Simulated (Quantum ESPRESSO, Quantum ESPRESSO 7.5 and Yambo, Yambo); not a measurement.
## A GW chain in Yambo: GaN (F-43m)

How does a plane-wave GW calculation on GaN (F-43m) run from the first input to the gap?

Method: PBE and many-body steps on it, plane waves, in Quantum ESPRESSO 7.5 and Yambo 5.3.0.

**Experimental background.**

- Gap 3.23 eV: absorption onset (direct gap at Gamma) of unexcited film, from imaginary part of dielectric function; spectroscopic ellipsometry (steady-state reference of time-resolved measurement); 300 K; film on 3C-SiC/Si(001) (“Femtosecond pump-probe absorption edge spectroscopy of cubic GaN”, 2022, arxiv:2206.02223).

**1. Starting point**

The structure is cubic, space group F-43m (No. 216). Conventional cell: a = 4.507 Å, b = 4.507 Å, c = 4.507 Å, α = 90.00°, β = 90.00°, γ = 90.00°. Nearest to Ga lie 4 N at 1.95 Å. Nearest to N lie 4 Ga at 1.95 Å. Farther neighbours and most contacts between anions are not listed.

Coordinates:

```cif
data_structure
_symmetry_space_group_name_H-M 'F-43m'
_symmetry_Int_Tables_number 216
_cell_length_a 4.5070
_cell_length_b 4.5070
_cell_length_c 4.5070
_cell_angle_alpha 90.000
_cell_angle_beta 90.000
_cell_angle_gamma 90.000
_cell_volume 91.55
loop_
_atom_site_label
_atom_site_type_symbol
_atom_site_symmetry_multiplicity
_atom_site_Wyckoff_symbol
_atom_site_fract_x
_atom_site_fract_y
_atom_site_fract_z
_atom_site_occupancy
Ga1 Ga 4 a 0.00000 0.00000 0.00000 1
N1 N 4 c 0.25000 0.25000 0.25000 1
```

The cell and positions are those that the Materials Project relaxed with its own functionals (PBE, PBE+U or r2SCAN), kept fixed. This is not the form that GaN usually takes at ambient conditions.

**2. Ground state**

This step: Quantum ESPRESSO 7.5; DFT, PBE, plane waves, norm-conserving pseudopotentials.

The ground-state density comes first.

pw.in reads:

```
&control
  calculation = 'scf'
  prefix = 'x'
  outdir = 'o'
  pseudo_dir = 'pseudo'
/
&system
  ibrav = 0
  nat = 2
  ntyp = 2
  ecutwfc = 72.0
  nbnd = 14
  force_symmorphic = .true.
/
&electrons
  conv_thr = 1e-10
  electron_maxstep = 80
  mixing_beta = 0.5
/
ATOMIC_SPECIES
  Ga 69.723 Ga.upf
  N 14.007 N.upf
CELL_PARAMETERS angstrom
  0.0000000000 2.2535006075 2.2535006075
  2.2535006075 0.0000000000 2.2535006075
  2.2535006075 2.2535006075 0.0000000000
ATOMIC_POSITIONS crystal
  Ga 0.0000000000 0.0000000000 0.0000000000
  N 0.7500000000 0.7500000000 0.7500000000
K_POINTS automatic
  8 8 8 0 0 0
```

Command:

```
$ OMP_NUM_THREADS=1 mpirun -n 4 pw.x -nk 4 -in pw.in > pw.out
```

What it wrote:

```text
Program PWSCF v.7.5 starts

     This program is part of the open-source Quantum ESPRESSO suite
     for quantum simulation of materials; please cite
         "P. Giannozzi et al., J. Phys.:Condens. Matter 21 395502 (2009);
         "P. Giannozzi et al., J. Phys.:Condens. Matter 29 465901 (2017);
         "P. Giannozzi et al., J. Chem. Phys. 152 154105 (2020);
     in publications or presentations arising from this work. More details at
     Message from routine setup:
     using ibrav=0 with symmetry is DISCOURAGED, use correct ibrav instead

     G-vector sticks info

     bravais-lattice index     =            0
     lattice parameter (alat)  =       6.0224  a.u.
     unit-cell volume          =     154.4542 (a.u.)^3
     number of atoms/cell      =            2
     number of atomic types    =            2
     number of electrons       =        18.00
     number of Kohn-Sham states=           14
     kinetic-energy cutoff     =      72.0000  Ry
     charge density cutoff     =     288.0000  Ry
     scf convergence threshold =      1.0E-10
     mixing beta               =       0.5000
     number of iterations used =            8  plain     mixing
     Exchange-correlation= PBE
                           (   1   4   3   4   0   0   0)

     celldm(1)=   6.022427  celldm(2)=   0.000000  celldm(3)=   0.000000
     celldm(4)=   0.000000  celldm(5)=   0.000000  celldm(6)=   0.000000

     crystal axes: (cart. coord. in units of alat)
               a(1) = (   0.000000   0.707107   0.707107 )
               a(2) = (   0.707107   0.000000   0.707107 )
               a(3) = (   0.707107   0.707107   0.000000 )

     reciprocal axes: (cart. coord. in units 2 pi/alat)
               b(1) = ( -0.707107  0.707107  0.707107 )
               b(2) = (  0.707107 -0.707107  0.707107 )
               b(3) = (  0.707107  0.707107 -0.707107 )
     Pseudo is Norm-conserving + core correction, Zval = 13.0
     Generated using ONCVPSP code by D. R. Hamann
     Using radial grid of 1902 points,  6 beta functions with:
     Pseudo is Norm-conserving + core correction, Zval =  5.0
     Generated using ONCVPSP code by D. R. Hamann
     Using radial grid of 1058 points,  4 beta functions with:
     Ga               13.00    69.72300     Ga( 1.00)
     N                 5.00    14.00700     N ( 1.00)

     24 Sym. Ops. (no inversion) found

   Cartesian axes

     site n.     atom                  positions (alat units)
         1        Ga     tau(   1) = (   0.0000000   0.0000000   0.0000000  )
         2        N      tau(   2) = (   1.0606602   1.0606602   1.0606602  )

     number of k points=    29
                       cart. coord. in units 2pi/alat
        k(    1) = (   0.0000000   0.0000000   0.0000000), wk =   0.0039062
        k(    2) = (   0.0883883   0.0883883  -0.0883883), wk =   0.0312500
        k(    3) = (   0.1767767   0.1767767  -0.1767767), wk =   0.0312500
        k(    4) = (   0.2651650   0.2651650  -0.2651650), wk =   0.0312500
        k(    5) = (  -0.3535534  -0.3535534   0.3535534), wk =   0.0156250
        k(    6) = (   0.1767767   0.0000000   0.0000000), wk =   0.0234375
        k(    7) = (   0.2651650   0.0883883  -0.0883883), wk =   0.0937500
        k(    8) = (   0.3535534   0.1767767  -0.1767767), wk =   0.0937500
        k(    9) = (  -0.2651650  -0.4419417   0.4419417), wk =   0.0937500
        k(   10) = (  -0.1767767  -0.3535534   0.3535534), wk =   0.0937500
     [... 17 further rows ...]
        k(   28) = (  -0.7071068   0.1767767  -0.0000000), wk =   0.0468750
        k(   29) = (  -0.7071068   0.3535534   0.0000000), wk =   0.0234375

     Dense  grid:    12675 G-vectors     FFT dimensions: (  36,  36,  36)

     Initial potential from superposition of free atoms

     starting charge      17.9973, renormalised to      18.0000
     Starting wfcs are   13 randomized atomic wfcs +    1 random wfcs

     per-process dynamical memory:    15.5 Mb

     Self-consistent Calculation

     iteration #  1     ecut=    72.00 Ry     beta= 0.50

     total energy              =    -173.58956957 Ry
     estimated scf accuracy    <       0.51543155 Ry

     iteration #  2     ecut=    72.00 Ry     beta= 0.50

     total energy              =    -173.74125147 Ry
     estimated scf accuracy    <       0.10006193 Ry

     iteration #  3     ecut=    72.00 Ry     beta= 0.50

     total energy              =    -173.75825254 Ry
     estimated scf accuracy    <       0.00329352 Ry

     iteration #  4     ecut=    72.00 Ry     beta= 0.50

     total energy              =    -173.75852892 Ry
     estimated scf accuracy    <       0.00043048 Ry

     iteration #  5     ecut=    72.00 Ry     beta= 0.50

     total energy              =    -173.75854307 Ry
     estimated scf accuracy    <       0.00003550 Ry

     iteration #  6     ecut=    72.00 Ry     beta= 0.50

     total energy              =    -173.75855339 Ry
     estimated scf accuracy    <       0.00000680 Ry

     iteration #  7     ecut=    72.00 Ry     beta= 0.50

     total energy              =    -173.75855320 Ry
     estimated scf accuracy    <       0.00000182 Ry

     iteration #  8     ecut=    72.00 Ry     beta= 0.50

     total energy              =    -173.75855331 Ry
     estimated scf accuracy    <       0.00000010 Ry

     iteration #  9     ecut=    72.00 Ry     beta= 0.50

     total energy              =    -173.75855333 Ry
     estimated scf accuracy    <          2.5E-09 Ry

     iteration # 10     ecut=    72.00 Ry     beta= 0.50

     total energy              =    -173.75855333 Ry
     estimated scf accuracy    <       0.00000001 Ry

     iteration # 11     ecut=    72.00 Ry     beta= 0.50

     End of self-consistent calculation

          k = 0.0000 0.0000 0.0000 (  1639 PWs)   bands (ev):

    -5.3154  -2.9760  -2.9760  -2.9760  -2.6699  -2.6699  10.5902  10.5902
    10.5902  12.3489  20.9463  20.9463  20.9463  28.2045

          k = 0.0884 0.0884-0.0884 (  1579 PWs)   bands (ev):

    -5.1511  -2.9553  -2.9553  -2.9074  -2.6706  -2.6706   9.0712  10.4297
    10.4297  13.4917  20.2332  21.1814  21.1814  27.8216

          k = 0.1768 0.1768-0.1768 (  1588 PWs)   bands (ev):

    -4.7930  -2.9163  -2.9163  -2.6641  -2.6641  -2.5906   6.7446  10.0731
    10.0731  14.6821  19.4029  21.3967  21.3967  26.6208

          k = 0.2652 0.2652-0.2652 (  1601 PWs)   bands (ev):

     [... further k-points ...]

     highest occupied, lowest unoccupied level (ev):    10.5902   12.3489

!    total energy              =    -173.75855333 Ry
     estimated scf accuracy    <          6.5E-11 Ry

     The total energy is the sum of the following terms:
     one-electron contribution =     -52.62354393 Ry
     hartree contribution      =      43.67396617 Ry
     xc contribution           =     -48.13465846 Ry
     ewald contribution        =    -116.67431711 Ry

     convergence has been achieved in  11 iterations

     XML data file, charge density, pseudopotentials, collected wavefunctions

=------------------------------------------------------------------------------=
   JOB DONE.
=------------------------------------------------------------------------------=
```

The job ended after 4.5 s (4 MPI ranks of Arm Neoverse V1, shared host; peak memory 0.2 GiB; 18 s of CPU time).

This step gave:

| Quantity | Value |
| --- | --- |
| total energy | -2364.1056 eV |
| gap | 1.759 eV |
| k of the valence top | 0, 0, 0 |
| k of the conduction bottom | 0, 0, 0 |
| least direct gap | 1.759 eV |

The gap is direct, at Γ.

**3. Bands along the symmetry lines**

Levels along a band path, at the cheap level, show where the edges lie and whether the meshes to come will hold them.

pw.in reads:

```
&control
  calculation = 'bands'
  prefix = 'x'
  outdir = 'o'
  pseudo_dir = 'pseudo'
/
&system
  ibrav = 0
  nat = 2
  ntyp = 2
  ecutwfc = 72.0
  nbnd = 15
  force_symmorphic = .true.
/
&electrons
  conv_thr = 1e-9
  electron_maxstep = 80
  diago_full_acc = .true.
  diago_thr_init = 5e-6
/
ATOMIC_SPECIES
  Ga 69.723 Ga.upf
  N 14.007 N.upf
CELL_PARAMETERS angstrom
  0.0000000000 2.2535006075 2.2535006075
  2.2535006075 0.0000000000 2.2535006075
  2.2535006075 2.2535006075 0.0000000000
ATOMIC_POSITIONS crystal
  Ga 0.0000000000 0.0000000000 0.0000000000
  N 0.7500000000 0.7500000000 0.7500000000
K_POINTS crystal
  50
  0.00000000 0.00000000 0.00000000 1
  -0.06250000 -0.06250000 0.00000000 1
  -0.12500000 -0.12500000 0.00000000 1
  -0.18750000 -0.18750000 0.00000000 1
  -0.25000000 -0.25000000 0.00000000 1
  -0.31250000 -0.31250000 0.00000000 1
  -0.37500000 -0.37500000 0.00000000 1
  -0.43750000 -0.43750000 0.00000000 1
  -0.50000000 -0.50000000 0.00000000 1
  -0.48437500 -0.48437500 0.03125000 1
  -0.46875000 -0.46875000 0.06250000 1
  -0.45312500 -0.45312500 0.09375000 1
  -0.43750000 -0.43750000 0.12500000 1
  -0.42187500 -0.42187500 0.15625000 1
  -0.40625000 -0.40625000 0.18750000 1
  -0.39062500 -0.39062500 0.21875000 1
  -0.37500000 -0.37500000 0.25000000 1
  -0.37500000 0.00000000 0.37500000 1
  -0.32812500 0.00000000 0.32812500 1
  -0.28125000 0.00000000 0.28125000 1
  -0.23437500 0.00000000 0.23437500 1
  -0.18750000 0.00000000 0.18750000 1
  -0.14062500 0.00000000 0.14062500 1
  -0.09375000 0.00000000 0.09375000 1
  -0.04687500 0.00000000 0.04687500 1
  0.00000000 0.00000000 0.00000000 1
  0.00000000 0.00000000 0.06250000 1
  0.00000000 0.00000000 0.12500000 1
  0.00000000 0.00000000 0.18750000 1
  0.00000000 0.00000000 0.25000000 1
  0.00000000 0.00000000 0.31250000 1
  0.00000000 0.00000000 0.37500000 1
  0.00000000 0.00000000 0.43750000 1
  0.00000000 0.00000000 0.50000000 1
  -0.06250000 -0.03125000 0.46875000 1
  -0.12500000 -0.06250000 0.43750000 1
  -0.18750000 -0.09375000 0.40625000 1
  -0.25000000 -0.12500000 0.37500000 1
  -0.31250000 -0.15625000 0.34375000 1
  -0.37500000 -0.18750000 0.31250000 1
  -0.43750000 -0.21875000 0.28125000 1
  -0.50000000 -0.25000000 0.25000000 1
  -0.50000000 -0.28125000 0.21875000 1
  -0.50000000 -0.31250000 0.18750000 1
  -0.50000000 -0.34375000 0.15625000 1
  -0.50000000 -0.37500000 0.12500000 1
  -0.50000000 -0.40625000 0.09375000 1
  -0.50000000 -0.43750000 0.06250000 1
  -0.50000000 -0.46875000 0.03125000 1
  -0.50000000 -0.50000000 0.00000000 1
```

What it wrote:

```text
[banner, memory and clock lines left out]
Program PWSCF v.7.5 starts

     Atomic positions and unit cell read from directory:
     o/x.save/

     Message from routine setup:
     using ibrav=0 with symmetry is DISCOURAGED, use correct ibrav instead

     G-vector sticks info

     bravais-lattice index     =            0
     lattice parameter (alat)  =       6.0224  a.u.
     unit-cell volume          =     154.4542 (a.u.)^3
     number of atoms/cell      =            2
     number of atomic types    =            2
     number of electrons       =        18.00
     number of Kohn-Sham states=           15
     kinetic-energy cutoff     =      72.0000  Ry
     charge density cutoff     =     288.0000  Ry
     Exchange-correlation= PBE
                           (   1   4   3   4   0   0   0)

     celldm(1)=   6.022427  celldm(2)=   0.000000  celldm(3)=   0.000000
     celldm(4)=   0.000000  celldm(5)=   0.000000  celldm(6)=   0.000000

     crystal axes: (cart. coord. in units of alat)
               a(1) = (   0.000000   0.707107   0.707107 )
               a(2) = (   0.707107   0.000000   0.707107 )
               a(3) = (   0.707107   0.707107   0.000000 )

     reciprocal axes: (cart. coord. in units 2 pi/alat)
               b(1) = ( -0.707107  0.707107  0.707107 )
               b(2) = (  0.707107 -0.707107  0.707107 )
               b(3) = (  0.707107  0.707107 -0.707107 )
     Pseudo is Norm-conserving + core correction, Zval = 13.0
     Generated using ONCVPSP code by D. R. Hamann
     Using radial grid of 1902 points,  6 beta functions with:
     Pseudo is Norm-conserving + core correction, Zval =  5.0
     Generated using ONCVPSP code by D. R. Hamann
     Using radial grid of 1058 points,  4 beta functions with:
     Ga               13.00    69.72300     Ga( 1.00)
     N                 5.00    14.00700     N ( 1.00)

     24 Sym. Ops. (no inversion) found

   Cartesian axes

     site n.     atom                  positions (alat units)
         1        Ga     tau(   1) = (   0.0000000   0.0000000   0.0000000  )
         2        N      tau(   2) = (   1.0606602   1.0606602   1.0606602  )

     number of k points=    50
                       cart. coord. in units 2pi/alat
        k(    1) = (   0.0000000   0.0000000   0.0000000), wk =   0.0400000
        k(    2) = (   0.0000000   0.0000000  -0.0883883), wk =   0.0400000
        k(    3) = (   0.0000000   0.0000000  -0.1767767), wk =   0.0400000
[...]
[... 38 further rows ...]
        k(   49) = (   0.0441942  -0.0000000  -0.7071068), wk =   0.0400000
        k(   50) = (   0.0000000   0.0000000  -0.7071068), wk =   0.0400000

     Dense  grid:    12675 G-vectors     FFT dimensions: (  36,  36,  36)

     The potential is recalculated from file :
     o/x.save/charge-density

     Starting wfcs are   13 randomized atomic wfcs +    2 random wfcs

     Band Structure Calculation

     End of band structure calculation

          k = 0.0000 0.0000 0.0000 (  1639 PWs)   bands (ev):

    -5.3154  -2.9761  -2.9761  -2.9761  -2.6700  -2.6700  10.5902  10.5902
    10.5902  12.3489  20.9463  20.9463  20.9463  28.2045  29.4307

          k = 0.0000 0.0000-0.0884 (  1587 PWs)   bands (ev):

    -5.2579  -2.9653  -2.9653  -2.9612  -2.6736  -2.6667  10.0541  10.4633
    10.4633  12.9033  20.5833  21.0757  21.0757  27.3758  28.8562

          k = 0.0000 0.0000-0.1768 (  1579 PWs)   bands (ev):

    -5.0977  -2.9363  -2.9363  -2.9116  -2.6817  -2.6582   9.1163  10.1163
    10.1163  13.8578  19.7371  21.4380  21.4380  25.1822  30.2579

          k =-0.0000 0.0000-0.2652 (  1591 PWs)   bands (ev):

[...]
k = 0.0000 0.0000-0.3536 (  1612 PWs)   bands (ev):

[...]
k = 0.0000-0.0000-0.4419 (  1588 PWs)   bands (ev):

[...]
k =-0.0000 0.0000-0.5303 (  1600 PWs)   bands (ev):

[...]
k = 0.0000-0.0000-0.6187 (  1604 PWs)   bands (ev):

[...]
k = 0.5303-0.0000-0.5303 (  1608 PWs)   bands (ev):

[...]
k = 0.0000 0.0000 0.0000 (  1639 PWs)   bands (ev):

[...]
k = 0.1326 0.0000-0.7071 (  1606 PWs)   bands (ev):

[...]
k = 0.0884-0.0000-0.7071 (  1610 PWs)   bands (ev):

[...]
k = 0.0442-0.0000-0.7071 (  1592 PWs)   bands (ev):

    -4.3123  -2.8943  -2.6842  -2.6786  -2.5961  -0.9077   4.4900   7.8576
     7.8636  14.0614  17.3435  22.2901  24.4218  24.5806  32.3856

          k = 0.0000 0.0000-0.7071 (  1588 PWs)   bands (ev):

    -4.3125  -2.8964  -2.6787  -2.6787  -2.5947  -0.9185   4.4774   7.8999
     7.8999  13.9726  17.2841  22.3061  24.5513  24.5513  32.3160

     XML data file, pseudopotentials, collected wavefunctions
```

Run time: 2.5 s. Hardware: 4 MPI ranks; peak memory 0.18 GiB.

This step gave:

```
gap                        : 1.759 eV
k of the valence top       : 0, 0, 0
k of the conduction bottom : 0, 0, 0
least direct gap           : 1.759 eV
```

The gap is 1.759 eV, as in the run before at this level.

Electronic bands along the path, in eV, zero at the top of the highest filled band:

```csv
point,band 6,band 7,band 8,band 9,band 10,band 11,band 12,band 13
Γ,-13.26,0.00,0.00,0.00,1.76,10.36,10.36,10.36
halfway,-13.04,-3.42,-1.48,-1.48,4.60,7.43,11.64,12.02
X,-11.51,-6.11,-2.69,-2.69,3.38,6.69,11.72,13.96
halfway,-11.43,-6.02,-3.33,-2.55,3.97,7.14,11.59,13.60
U,-11.35,-5.85,-4.24,-2.16,5.03,7.88,11.08,12.86
jump to K,-11.35,-5.85,-4.24,-2.16,5.03,7.88,11.08,12.86
halfway,-12.88,-4.19,-2.11,-0.53,5.24,8.52,9.66,11.18
Γ,-13.26,0.00,0.00,0.00,1.76,10.36,10.36,10.36
halfway,-13.18,-3.85,-0.52,-0.52,4.09,8.81,10.81,10.81
L,-11.95,-7.02,-0.96,-0.96,4.67,8.74,10.40,10.40
halfway,-11.64,-6.40,-2.99,-1.76,6.65,7.04,10.11,11.73
W,-11.23,-5.68,-3.68,-3.62,6.24,8.40,10.30,11.14
halfway,-11.37,-5.93,-3.19,-3.17,4.61,7.50,11.48,12.28
X,-11.51,-6.11,-2.69,-2.69,3.38,6.69,11.72,13.96
```

The electronic bands as a text plot (rows in eV, shown from -8.0 to 7.8 only):

```
    7.4 |     ++       +++  ++                       + +     ++
    6.8 |       +++++++     ++                        ++       ++
    6.1 |                  +  ++                     +  ++++
    5.5 |                       +                   +       +
    4.8 |     ++         ++                    +++++         +
    4.1 |    +  +++    ++        ++         +++               +
    3.5 |  ++      ++++            ++      +                   ++
    2.8 |                                ++
    2.2 | +                          +  +
    1.5 |+                            ++
    0.9 |
    0.2 |*                         ******
   -0.4 | ***                   ******  *******
   -1.1 |    *              **** **            *******
   -1.8 |  ** ****         *       **    **         * *
   -2.4 |    *    *********     *          *         * **       *
   -3.1 |             **      ** **                   *  *   ***
   -3.7 |     **        *   **              *          ******
   -4.4 |       **       ***    *
   -5.0 |         *           **             **
   -5.7 |          **  *******                 *        *******
   -6.4 |            **                              ***       **
   -7.0 |                                       *****
   -7.7 |
         Γ           X  U|K            Γ         L        W     X
```

(Continued in part 2 of 3.)

[Paths, hosts, dates, memory and timing lines, banners, echoed tables and standing remarks are left out of the program output.]

[Logs are printed without paths, hosts, clocks, repeated set-up lines and the standing remarks that a program may print on its own settings, such as how far it seeks lower states.]

[Runs of the session that timed out or met a known fault of the program may be left out.]

[Hosts, paths, dates, database ids (printed as entryN), source tags and the programs' standing remarks are cut or masked in the printed files.]
